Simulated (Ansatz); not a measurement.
Here is an Ansatz 0.2.0 calculation.

Contents of input.yaml:

```yaml
crystal:
  lattice:
    - [0.0, 3.018, 3.018]
    - [3.018, 0.0, 3.018]
    - [3.018, 3.018, 0.0]
  atoms:
    - { symbol: In, position: [0.0, 0.0, 0.0] }
    - { symbol: As, position: [0.75, 0.75, 0.75] }
hamiltonian:
  xc: pbe
  pseudopotentials: { kind: paw }
  dispersion: d4
kpoints:
  mp_grid: { grid: [8, 8, 8] }
scf:
  occupations: { method: fermi_dirac, width: 0.05 }
output:
  forces: true
  stress: true
relax:
  f_tol: 0.01
  max_steps: 40
  cell: { stress_tol: 0.05 }
```

Potentials or basis: Ansatz PAW.

The run is started by

```bash
$ ansatz run input.yaml --threads 2 --pin off --max-ram 5632MiB --backend cpu --events-out ev --progress --plain --runs-dir out
```

Question: What does it give for the space group after relaxing (to 0.05 Å)?

Answer: F-43m (No. 216).

Question: Predict the relaxed volume.

Answer: 28.52 Å³/atom.

Question: Estimate the relaxed cell.

Answer: a = 4.321 Å, b = 4.321 Å, c = 4.321 Å, α = 60.00°, β = 60.00°, γ = 60.00°.

The path:
| step | energy change (eV) | largest force (eV/Å) | volume (Å³) |
| --- | --- | --- | --- |
| 1 | 0.0000 | 0.0000 | 54.98 |
| 2 | -0.0110 | 0.0000 | 57.66 |
| 3 | -0.0125 | 0.0000 | 57.03 |
| 4 | -0.0129 | 0.0000 | 57.03 |

Caveat: the plane-wave basis is chosen anew once the cell has moved, so the energies of steps on either side of that aren't comparable. Zero-point motion and thermal expansion aren't in these numbers.
